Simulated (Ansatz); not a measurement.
# Transmission past a defect: Ta wire along [100], 3 atoms a period, Mn in place of one Ta

Aim: how much does this defect scatter, and at which energies?

Calculated with Ansatz 0.2.0; DFT PBE, plane waves, PAW; relaxation of a wire's period, in the first sound run; inputs show where later runs differ.

## 1. Set-up

The cell holds 3 atoms: 3 Ta. Its edges and angles: a = 10.120 Å, b = 8.460 Å, c = 3.320 Å, α = 90.0°, β = 90.0°, γ = 90.0°. Vacuum lies along a and b. The structure's axis is c.

## 2. Relaxation of atoms and period

Band widths follow the bond lengths, so the wire is relaxed first. The atoms and the third cell vector are free; the box across stays fixed as vacuum. A Fermi-Dirac smearing is set since the result may be a metal. The pressure printed is a third of the stress's trace over the whole box, vacuum included; only the stress along the axis is relaxed.

input.yaml reads:

```yaml
crystal:
  lattice:
    - [10.12, 0.0, 0.0]
    - [0.0, 8.46, 0.0]
    - [0.0, 0.0, 3.32]
  atoms:
    - { symbol: Ta, position: [0.5, 0.401891253, 0.0] }
    - { symbol: Ta, position: [0.335968379, 0.598108747, 0.5] }
    - { symbol: Ta, position: [0.664031621, 0.598108747, 0.5] }
kpoints:
  mp_grid: { grid: [1, 1, 25] }
scf:
  occupations: { method: fermi_dirac, width: 0.05 }
hamiltonian:
  xc: pbe
relax:
  cell: { fix: [a, b, alpha, beta, gamma] }
  max_steps: 60
```

On the command line:

```
$ ansatz run input.yaml --threads 4 --pin off --max-ram 16384MiB --backend cpu --events-out ev --progress --plain --runs-dir out
```

Numbers of over 12 decimals in the logs are rounded to 6 here.

The log of the run:

```text
Engine: ansatz 0.2.0, aarch64-unknown-linux-gnu
Pseudopotentials: kind: paw
Pseudopotential: Ta, paw, valence charge 13, recommended cutoff 420 eV (normal), Ta.paw.azcp
Functional definition: PBE
  parameter kappa = 0.804
  parameter beta = 0.066725
  exchange = pbe_x(kappa = kappa, mu = beta*pi^2/3)
  correlation = pbe_c(beta = beta)
Crystal: 3 atoms, lattice volume = 284.242 Å³
Basis set: ecut = 420 eV, 5575 PW (Γ), exchange–correlation on 144×120×48 points (8 copies of the dense FFT grid, shifted against one another)
Bands: 24, of which v1, the nominal top of the filled ones, is band 20 counted from 1 (19 counted from 0)
Symmetry: 4 space group operations
Space group: Pmm2 (ITA 25), of the structure as read, at distance tolerance 6.6e-5 Å
k-points: 13 of 25
Non-local potential: Ta, projectors of the file, l = 0: 3, l = 1: 2, l = 2: 2, l = 3: 1
PAW form: soft (Blöchl's): semilocal exchange-correlation on the pseudo side does not see the compensation charge
PAW one-centre angular grid: Ta, 590 points (default); XC on 64 Gauss nodes
Initial density: superposition of atomic densities (neutral atoms: chi_scale 0, normalization atom), corrected by the library's trained network
Initial wavefunctions: pseudopotential atomic-orbital guess
Functional: x = pbe(κ = 0.804, μ = 0.219515), c = pbe(β = 0.066725)
SCF iter   1: F=—  HF=-29786.150636 eV  |F-HF|=—  |Δ(HF+E_count)|=         —  Δρ=1.15e-2  dr2=5.46e-1  ethr=1.77e-3  ⟨swp⟩=5.9  Hψ=1366  notcnv=0
preconditioner: auto → LDOS  [metal: Δε(μ)=0.011 eV  Ē_g=2.141 eV  σ=0.050 eV  W_gap=0.06  n_scr=28 (ndim 8)  ℏωp=8.5 eV  f_vac=0.520  D(μ)=7.73/eV (n_scr^D=48)  β→1.0]
SCF iter   2: F=—  HF=-29786.092574 eV  |F-HF|=—  |Δ(HF+E_count)|=   5.81e-2  Δρ=7.25e-3  dr2=2.13e-1  ethr=1.40e-3  ⟨swp⟩=3.2  Hψ=674  notcnv=0
SCF iter   3: F=—  HF=-29786.082719 eV  |F-HF|=—  |Δ(HF+E_count)|=   9.85e-3  Δρ=1.83e-3  dr2=1.89e-2  ethr=5.47e-4  ⟨swp⟩=2.2  Hψ=447  notcnv=0
SCF iter   4: F=—  HF=-29786.082848 eV  |F-HF|=—  |Δ(HF+E_count)|=   1.29e-4  Δρ=7.37e-4  dr2=1.83e-3  ethr=4.86e-5  ⟨swp⟩=2.1  Hψ=409  notcnv=0
SCF iter   5: F=—  HF=-29786.083213 eV  |F-HF|=—  |Δ(HF+E_count)|=   3.66e-4  Δρ=3.05e-4  dr2=3.31e-4  ethr=4.70e-6  ⟨swp⟩=2.0  Hψ=414  notcnv=0
SCF iter   6: F=—  HF=-29786.083415 eV  |F-HF|=—  |Δ(HF+E_count)|=   2.02e-4  Δρ=1.31e-4  dr2=7.67e-5  ethr=8.48e-7  ⟨swp⟩=2.0  Hψ=409  notcnv=0
SCF iter   7: F=—  HF=-29786.083521 eV  |F-HF|=—  |Δ(HF+E_count)|=   1.06e-4  Δρ=4.62e-5  dr2=4.89e-6  ethr=1.97e-7  ⟨swp⟩=2.0  Hψ=386  notcnv=0
SCF iter   8: F=—  HF=-29786.083529 eV  |F-HF|=—  |Δ(HF+E_count)|=   8.38e-6  Δρ=1.77e-5  dr2=5.56e-7  ethr=1.25e-8  ⟨swp⟩=2.0  Hψ=427  notcnv=0
SCF iter   9: F=-29786.083531 eV  HF=-29786.083531 eV  |F-HF|=1.12e-7  |Δ(HF+E_count)|=   1.59e-6  Δρ=5.27e-6  dr2=5.66e-8  ethr=2.56e-10  ⟨swp⟩=5.6  Hψ=1237  notcnv=0
SCF 1 converged in 9 iterations: F = -29786.083531 eV  dr2 = 5.66e-8
  greatest PAW one-centre occupation: 0.999 electrons in one spin orbital (limit 2), on the Ta atom at site 0 (counted from 0), in its partial waves of l = 0
relax step   1: F+E_penalty+E_count = -29786.08353120 eV  Δ(F+E_penalty+E_count) = +0.000e0 eV  max|allowed force component| = 3.479e0 eV/Å  Δτ_max = 0.0000 Å  P = -6.095 GPa  Ω = 284.242 Å³  fix = [a, b, alpha, beta, gamma]  reactions: a -6.607, b -3.007 GPa  (9 SCF iters, dr2 threshold 1.00e-7 eV, accepted)
Crystal: 3 atoms, lattice volume = 278.352 Å³
Basis set: ecut = 420 eV, 5447 PW (Γ), exchange–correlation on 144×120×48 points (8 copies of the dense FFT grid, shifted against one another)
Initial density: handed on by an earlier stage of this run
Initial wavefunctions: those handed on with the density
SCF iter   1: F=—  HF=-29788.237855 eV  |F-HF|=—  |Δ(HF+E_count)|=         —  Δρ=1.92e-2  dr2=3.55e0  ethr=3.10e-3  ⟨swp⟩=9.8  Hψ=1771  notcnv=0
preconditioner: auto → LDOS  [metal: Δε(μ)=0.072 eV  Ē_g=2.760 eV  σ=0.050 eV  W_gap=0.33  n_scr=28 (ndim 8)  ℏωp=8.6 eV  f_vac=0.556  D(μ)=3.97/eV (n_scr^D=16)  β→1.0]
SCF iter   2: F=—  HF=-29788.168514 eV  |F-HF|=—  |Δ(HF+E_count)|=   6.93e-2  Δρ=1.96e-2  dr2=4.86e0  ethr=3.10e-3  ⟨swp⟩=4.2  Hψ=840  notcnv=0
SCF iter   3: F=—  HF=-29787.725971 eV  |F-HF|=—  |Δ(HF+E_count)|=   4.43e-1  Δρ=2.99e-3  dr2=3.99e-2  ethr=3.10e-3  ⟨swp⟩=3.0  Hψ=506  notcnv=0
SCF iter   4: F=—  HF=-29787.728635 eV  |F-HF|=—  |Δ(HF+E_count)|=   2.66e-3  Δρ=1.50e-3  dr2=6.41e-3  ethr=1.02e-4  ⟨swp⟩=2.6  Hψ=597  notcnv=0
SCF iter   5: F=—  HF=-29787.733159 eV  |F-HF|=—  |Δ(HF+E_count)|=   4.52e-3  Δρ=8.62e-4  dr2=4.13e-3  ethr=1.64e-5  ⟨swp⟩=2.0  Hψ=454  notcnv=0
SCF iter   6: F=—  HF=-29787.734467 eV  |F-HF|=—  |Δ(HF+E_count)|=   1.31e-3  Δρ=2.93e-4  dr2=2.90e-4  ethr=1.06e-5  ⟨swp⟩=2.0  Hψ=412  notcnv=0
SCF iter   7: F=—  HF=-29787.734863 eV  |F-HF|=—  |Δ(HF+E_count)|=   3.96e-4  Δρ=1.04e-4  dr2=3.61e-5  ethr=7.44e-7  ⟨swp⟩=2.0  Hψ=460  notcnv=0
SCF iter   8: F=—  HF=-29787.734926 eV  |F-HF|=—  |Δ(HF+E_count)|=   6.32e-5  Δρ=3.26e-5  dr2=4.13e-6  ethr=9.25e-8  ⟨swp⟩=2.0  Hψ=421  notcnv=0
SCF iter   9: F=-29787.734933 eV  HF=-29787.734932 eV  |F-HF|=4.93e-7  |Δ(HF+E_count)|=   5.89e-6  Δρ=1.03e-5  dr2=2.55e-7  ethr=7.69e-10  ⟨swp⟩=4.1  Hψ=1374  notcnv=0
SCF 2 converged in 9 iterations: F = -29787.734933 eV  dr2 = 2.55e-7
  greatest PAW one-centre occupation: 1.000 electrons in one spin orbital (limit 2), on the Ta atom at site 0 (counted from 0), in its partial waves of l = 0
relax step   2: F+E_penalty+E_count = -29787.73493271 eV  Δ(F+E_penalty+E_count) = -1.651e0 eV  max|allowed force component| = 2.455e0 eV/Å  Δτ_max = 0.1949 Å  P = -2.353 GPa  Ω = 278.352 Å³  energy of the carried Pulay correction = +3.185e-4 eV  fix = [a, b, alpha, beta, gamma]  reactions: a -4.242, b +0.211 GPa  (9 SCF iters, dr2 threshold 3.00e-7 eV, accepted)
Crystal: 3 atoms, lattice volume = 275.962 Å³
Basis set: ecut = 420 eV, 5415 PW (Γ), exchange–correlation on 144×120×48 points (8 copies of the dense FFT grid, shifted against one another)
iter 1 solved again at ethr=2.32e-3 eV; its pass at ethr=3.10e-3 eV (dr2=9.03e-1 eV) is discarded
SCF iter   1: F=—  HF=-29788.760704 eV  |F-HF|=—  |Δ(HF+E_count)|=         —  Δρ=1.44e-2  dr2=9.17e-1  ethr=2.32e-3  ⟨swp⟩=1.0  Hψ=2035  notcnv=0
preconditioner: auto → LDOS  [metal: Δε(μ)=0.076 eV  Ē_g=2.994 eV  σ=0.050 eV  W_gap=0.34  n_scr=28 (ndim 8)  ℏωp=8.7 eV  f_vac=0.577  D(μ)=2.47/eV (n_scr^D=10)  β→1.0]
SCF iter   2: F=—  HF=-29788.700737 eV  |F-HF|=—  |Δ(HF+E_count)|=   6.00e-2  Δρ=8.27e-3  dr2=7.27e-1  ethr=2.32e-3  ⟨swp⟩=3.5  Hψ=678  notcnv=0
SCF iter   3: F=—  HF=-29788.599892 eV  |F-HF|=—  |Δ(HF+E_count)|=   1.01e-1  Δρ=2.47e-3  dr2=3.97e-2  ethr=1.86e-3  ⟨swp⟩=3.1  Hψ=594  notcnv=0
SCF iter   4: F=—  HF=-29788.597330 eV  |F-HF|=—  |Δ(HF+E_count)|=   2.56e-3  Δρ=8.20e-4  dr2=1.82e-3  ethr=1.02e-4  ⟨swp⟩=2.7  Hψ=553  notcnv=0
SCF iter   5: F=—  HF=-29788.598242 eV  |F-HF|=—  |Δ(HF+E_count)|=   9.13e-4  Δρ=2.75e-4  dr2=2.43e-4  ethr=4.67e-6  ⟨swp⟩=2.3  Hψ=546  notcnv=0
SCF iter   6: F=—  HF=-29788.598421 eV  |F-HF|=—  |Δ(HF+E_count)|=   1.79e-4  Δρ=6.69e-5  dr2=1.16e-5  ethr=6.22e-7  ⟨swp⟩=2.8  Hψ=583  notcnv=0
SCF iter   7: F=—  HF=-29788.598432 eV  |F-HF|=—  |Δ(HF+E_count)|=   1.08e-5  Δρ=1.96e-5  dr2=2.30e-6  ethr=2.99e-8  ⟨swp⟩=2.2  Hψ=482  notcnv=0
SCF iter   8: F=—  HF=-29788.598433 eV  |F-HF|=—  |Δ(HF+E_count)|=   6.24e-7  Δρ=8.19e-6  dr2=5.66e-7  ethr=5.90e-9  ⟨swp⟩=2.0  Hψ=404  notcnv=0
SCF iter   9: F=-29788.598433 eV  HF=-29788.598433 eV  |F-HF|=2.13e-8  |Δ(HF+E_count)|=   1.44e-7  Δρ=3.10e-6  dr2=3.61e-8  ethr=7.69e-10  ⟨swp⟩=5.1  Hψ=1102  notcnv=0
SCF 3 converged in 9 iterations: F = -29788.598433 eV  dr2 = 3.61e-8
relax step   3: F+E_penalty+E_count = -29788.59843308 eV  Δ(F+E_penalty+E_count) = -8.635e-1 eV  max|allowed force component| = 2.244e0 eV/Å  Δτ_max = 0.1953 Å  P = +0.035 GPa  Ω = 275.962 Å³  energy of the carried Pulay correction = +4.496e-4 eV  fix = [a, b, alpha, beta, gamma]  reactions: a -0.884, b +1.889 GPa  (9 SCF iters, dr2 threshold 3.00e-7 eV, accepted)
[...]
relax step   4: F+E_penalty+E_count = -29788.56035374 eV  Δ(F+E_penalty+E_count) = +3.808e-2 eV  max|allowed force component| = 2.849e0 eV/Å  Δτ_max = 0.1947 Å  P = +0.376 GPa  Ω = 268.853 Å³  energy of the carried Pulay correction = +8.464e-4 eV  fix = [a, b, alpha, beta, gamma]  (9 SCF iters, dr2 threshold 3.00e-7 eV, rejected (line search))
[...]
relax step   5: F+E_penalty+E_count = -29788.81546084 eV  Δ(F+E_penalty+E_count) = -2.170e-1 eV  max|allowed force component| = 8.328e-1 eV/Å  Δτ_max = 0.0947 Å  P = -1.129 GPa  Ω = 271.834 Å³  energy of the carried Pulay correction = +6.788e-4 eV  fix = [a, b, alpha, beta, gamma]  reactions: a -1.285, b -0.169 GPa  (12 SCF iters, accepted)
[...]
relax step   6: F+E_penalty+E_count = -29788.89472234 eV  Δ(F+E_penalty+E_count) = -7.926e-2 eV  max|allowed force component| = 2.785e-1 eV/Å  Δτ_max = 0.0343 Å  P = -0.557 GPa  Ω = 264.728 Å³  energy of the carried Pulay correction = +1.081e-3 eV  fix = [a, b, alpha, beta, gamma]  reactions: a -0.464, b -0.320 GPa  (7 SCF iters, dr2 threshold 3.00e-7 eV, accepted)
[...]
relax step   7: F+E_penalty+E_count = -29788.90700462 eV  Δ(F+E_penalty+E_count) = -1.228e-2 eV  max|allowed force component| = 3.845e-2 eV/Å  Δτ_max = 0.0059 Å  P = -0.019 GPa  Ω = 260.287 Å³  energy of the carried Pulay correction = +1.338e-3 eV  fix = [a, b, alpha, beta, gamma]  reactions: a -0.107, b -0.002 GPa  (6 SCF iters, dr2 threshold 3.00e-7 eV, accepted)
[...]
relax step   8: F+E_penalty+E_count = -29788.90708389 eV  Δ(F+E_penalty+E_count) = -7.927e-5 eV  max|allowed force component| = 1.771e-2 eV/Å  Δτ_max = 0.0022 Å  P = -0.013 GPa  Ω = 260.668 Å³  energy of the carried Pulay correction = +1.316e-3 eV  fix = [a, b, alpha, beta, gamma]  reactions: a -0.020, b -0.012 GPa  (6 SCF iters, dr2 threshold 9.24e-8 eV, accepted)
[...]
relax step   9: F+E_penalty+E_count = -29788.90710086 eV  Δ(F+E_penalty+E_count) = -1.697e-5 eV  max|allowed force component| = 9.348e-4 eV/Å  Δτ_max = 0.0007 Å  P = -0.018 GPa  Ω = 260.592 Å³  energy of the carried Pulay correction = +1.321e-3 eV  fix = [a, b, alpha, beta, gamma]  reactions: a -0.047, b -0.010 GPa  (5 SCF iters, dr2 threshold 1.96e-8 eV, accepted)
Initial wavefunctions: pseudopotential atomic-orbital guess (no wavefunctions were taken with the density)
iter 1 solved again at ethr=2.94e-7 eV; its pass at ethr=3.10e-3 eV (dr2=1.15e-4 eV) is discarded
SCF iter   1: F=—  HF=-29788.906251 eV  |F-HF|=—  |Δ(HF+E_count)|=         —  Δρ=4.96e-5  dr2=7.07e-7  ethr=2.94e-7  ⟨swp⟩=4.0  Hψ=2425  notcnv=0
preconditioner: auto → LDOS  [metal: Δε(μ)=0.042 eV  Ē_g=2.949 eV  σ=0.050 eV  W_gap=0.20  n_scr=26 (ndim 8)  ℏωp=8.9 eV  f_vac=0.567  D(μ)=4.01/eV (n_scr^D=20)  β→1.0]
SCF iter   2: F=—  HF=-29788.906312 eV  |F-HF|=—  |Δ(HF+E_count)|=   6.04e-5  Δρ=3.53e-6  dr2=2.74e-8  ethr=1.81e-9  ⟨swp⟩=2.9  Hψ=668  notcnv=0
SCF iter   3: F=—  HF=-29788.906312 eV  |F-HF|=—  |Δ(HF+E_count)|=   7.55e-9  Δρ=1.21e-6  dr2=1.50e-8  ethr=7.03e-11  ⟨swp⟩=2.6  Hψ=597  notcnv=0
SCF iter   4: F=—  HF=-29788.906312 eV  |F-HF|=—  |Δ(HF+E_count)|=   1.92e-9  Δρ=3.78e-7  dr2=2.53e-10  ethr=3.85e-11  ⟨swp⟩=2.0  Hψ=409  notcnv=0
SCF iter   5: F=—  HF=-29788.906312 eV  |F-HF|=—  |Δ(HF+E_count)|=  2.91e-11  Δρ=1.19e-7  dr2=4.38e-11  ethr=1.00e-12  ⟨swp⟩=7.8  Hψ=1761  notcnv=0
SCF iter   6: F=-29788.906312 eV  HF=-29788.906312 eV  |F-HF|=1.46e-11  |Δ(HF+E_count)|=  2.18e-11  Δρ=5.01e-8  dr2=1.12e-11  ethr=1.00e-12  ⟨swp⟩=6.8  Hψ=1481  notcnv=0
SCF 10 converged in 6 iterations: F = -29788.906312 eV  dr2 = 1.12e-11
relax step  10: F+E_penalty+E_count = -29788.90631153 eV  Δ(F+E_penalty+E_count) = +7.893e-4 eV  max|allowed force component| = 1.435e-3 eV/Å  Δτ_max = 0.0000 Å  P = -0.020 GPa  Ω = 260.592 Å³  fix = [a, b, alpha, beta, gamma]  reactions: a -0.047, b -0.011 GPa  stress off target by 2.06e-3 GPa on what of the cell is left free  SCF on the basis re-selected at this cell (its energy is not comparable with the rows above)  (6 SCF iters)
basis re-selected at this cell: Δ(F+E_penalty+E_count) = +7.893e-4 eV, ΔP = -0.003 GPa vs the last step (what re-selecting the basis moved, of the pressure what is left beyond the Pulay correction that the steps carried, after the strain that the cell walked since its last selection, with what the two solves' SCF thresholds leave and, on support functions, any second-order correction that the steps lacked; it is no m [...]
SCF converged after 6 iterations
Free energy (F): -29788.906312 eV
Harris-Foulkes:  -29788.906312 eV  (|F-HF|=1.46e-11)
Internal energy: -29788.874728 eV  (E = F + TS)
E sigma→0 (E₀):  -29788.890520 eV
Entropy (-TS):   -0.031583 eV (-10.528 meV/atom)
Fermi energy:    1.282986 eV
--- Per-component energies (eV) ---
  E_band       = -1000.390911
  E_kinetic    = 1090.970196
  E_local      = -9390.953392  (includes V_loc(G=0)·N_el)
  E_nonlocal   = 50.649063
  E_hartree    = 4094.385692
  E_xc         = -647.739832
  E_vxc        = -601.821321  (∫ρ·V_xc dr)
  E_paw        = -25190.043223  (= ΣΔE_a)
  E_vpaw       = -338.007413  (= ΣTr[D̂ρ^β])
  E_aug_tail   = 0.000453  (compensation charges beyond the density's cutoff)
  E_ewald      = 203.856314
  E_smearing   = -0.031583  (= −TS)
  E_closure    = 0.000000  (closes the sum)
  Σ components = -29788.906312   (vs F -29788.906312, Δ=0.00e0)
--- Forces (eV/Å), atoms counted from 1 ---
  atom   1  Ta    -0.00000000    -0.00143298     0.00000000
  atom   2  Ta    -0.00064759     0.00071950     0.00000000
  atom   3  Ta     0.00064759     0.00071950    -0.00000000
  max |Σ_I F_I| component: 6.02e-6 eV/Å
--- Stress (GPa, compression-positive) ---
       -0.047476      -0.000000       0.000000
       -0.000000      -0.011443       0.000000
        0.000000       0.000000      -0.002062
  P = ⅓ Tr σ = -0.0203 GPa (-0.203 kbar)
--- Relaxed structure (9 steps of the walk, 8 accepted, 1 SCFs on fresh bases) ---
  F+E_penalty+E_count = -29788.90631153 eV   max|allowed force component| = 1.435e-3 eV/Å   (the final SCF, on the basis selected at the relaxed cell)
  cell:  # Å, volume = 260.5921 Å³
    - [10.12, 0, 0]
    - [0, 8.46, 0]
    - [0, 0, 3.043759]
  atoms:
    - { symbol: Ta, position: [0.5, 0.393790, 0.0] }
    - { symbol: Ta, position: [0.377723, 0.602160, 0.500000] }
    - { symbol: Ta, position: [0.622277, 0.602160, 0.500000] }
```

It took 22 s on 4 threads of Arm Neoverse V1, shared host; peak memory 0.53 GiB.

Relaxation path:

```csv
step,energy less that of the first step (eV),largest force component (eV/Å),pressure (GPa),volume (Å³)
1,0.0000,3.4789,-6.09,284.24
2,-1.6514,2.4553,-2.35,278.35
3,-2.5149,2.2438,0.03,275.96
4,-2.4768,2.8489,0.38,268.85
5,-2.7319,0.8328,-1.13,271.83
6,-2.8112,0.2785,-0.56,264.73
7,-2.8235,0.0384,-0.02,260.29
8,-2.8236,0.0177,-0.01,260.67
9,-2.8236,0.0009,-0.02,260.59
10*,-2.8228,0.0014,-0.02,260.59
```

Relaxation steps marked * repeat the geometry before them on a plane-wave basis chosen anew for their cell, so energy and pressure can jump there. Relaxation step 4 was tried and not accepted.

Forces are held to the 4 operations that the run works with; a distortion that breaks them can't arise in this run.

```
cell as run  before  after  change
      c (Å)   3.320  3.044  -8.3 %
```

The atoms that moved most (Å, along periodic axes as changes of fractional coordinates times the final cell, across vacuum about the mean position):

| atom | dx | dy | dz | length |
| --- | --- | --- | --- | --- |
| Ta2 | 0.423 | 0.034 | 0.000 | 0.424 |
| Ta3 | -0.423 | 0.034 | 0.000 | 0.424 |
| Ta1 | 0.000 | -0.069 | 0.000 | 0.069 |

Final coordinates:

```xyz
3
Lattice="10.1200 0.0000 0.0000 0.0000 8.4600 0.0000 0.0000 0.0000 3.0438" Properties=species:S:1:pos:R:3
Ta    5.0600    3.3315    0.0000
Ta    3.8226    5.0943    1.5219
Ta    6.2974    5.0943    1.5219
```

This step gave:

| Item | Value |
| --- | --- |
| energy at zero smearing | -29788.8905 eV |
| cell length along the wire | 3.044 Å |

The cell's length comes to 3.044 Å with spin left out.

[end of part 1 of 3]

[Logs are printed without paths, hosts, clocks, repeated set-up lines and the standing remarks that a program may print on its own settings, such as how far it seeks lower states.]

[Hosts, paths, dates, database ids (printed as entryN), source tags and the programs' standing remarks are cut or masked in the printed files.]
